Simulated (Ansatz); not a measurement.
Bi: projected density of states with RPBE

The system is Bi.

```
Bi
1.0
     2.26750    1.30914    3.93800
    -2.26750    1.30914    3.93800
     0.00000   -2.61828    3.93800
Bi
2
Direct
  0.76600 0.76600 0.76600
  0.23400 0.23400 0.23400
```

```json
{
  "Program": "Ansatz 0.2.0",
  "Task": "projected density of states",
  "Functional": "RPBE",
  "Potentials or basis": "PseudoDojo standard (LDA files)",
  "Cutoff": "952 eV",
  "Density cutoff": "3810 eV",
  "k mesh": "7 × 7 × 7",
  "Occupations": "cold, width 0.1 eV",
  "Spin": "no spin polarisation"
}
```

The pressure is 3.3 GPa. The largest force is 0.234 eV/Å and the band gap on the k mesh is 0.27 eV, indirect (least direct gap 0.53 eV).

Forces in eV/Å, atoms in the order of the input:
```
Bi   0.000  0.000 -0.234
Bi   0.000  0.000  0.234
```

Stress tensor (GPa, compression positive):
```
3.37 0.00 0.00
0.00 3.37 0.00
0.00 0.00 3.11
```

Levels at points of the mesh, in eV from the valence-band top:
| k point | band 11 | band 12 | band 13 | band 14 | band 15 | band 16 | band 17 | band 18 | band 19 | band 20 |
| --- | --- | --- | --- | --- | --- | --- | --- | --- | --- | --- |
| (0.00, 0.00, 0.00) | -12.89 | -7.21 | -1.24 | -0.99 | -0.99 | 2.75 | 3.22 | 3.22 | 5.87 | 5.99 |

States per cell in windows of 1 eV (zero at the valence-band top; states under -8 eV left out):
```
from (eV)  total  Bi 6p  Bi 6s
     -8.0   0.10   0.01   0.09
     -7.0   0.00   0.00   0.00
     -6.0   0.00   0.00   0.00
     -5.0   0.17   0.17   0.00
     -4.0   0.97   0.94   0.02
     -3.0   1.65   1.58   0.06
     -2.0   1.75   1.64   0.09
     -1.0   1.43   1.30   0.11
      0.0   0.33   0.29   0.04
      1.0   1.43   1.27   0.11
      2.0   1.45   1.23   0.06
      3.0   1.28   1.10   0.02
      4.0   1.23   0.83   0.02
      5.0   1.63   0.59   0.01
      6.0   1.14   0.23   0.00
      7.0   1.15   0.02   0.00
```

Wall time 34 s on 1 thread of Arm Neoverse V2, on a shared host, peak memory 0.57 GiB.

Caveat: the potentials were made for another functional, which shifts forces and pressure; odd divisions of the mesh miss points on the zone boundary, where band edges often lie, so the gap on the mesh can be too wide; spin-orbit coupling is left out, which as a rule narrows the gap of such compounds by several tenths of an eV. A k mesh can miss the band edges.
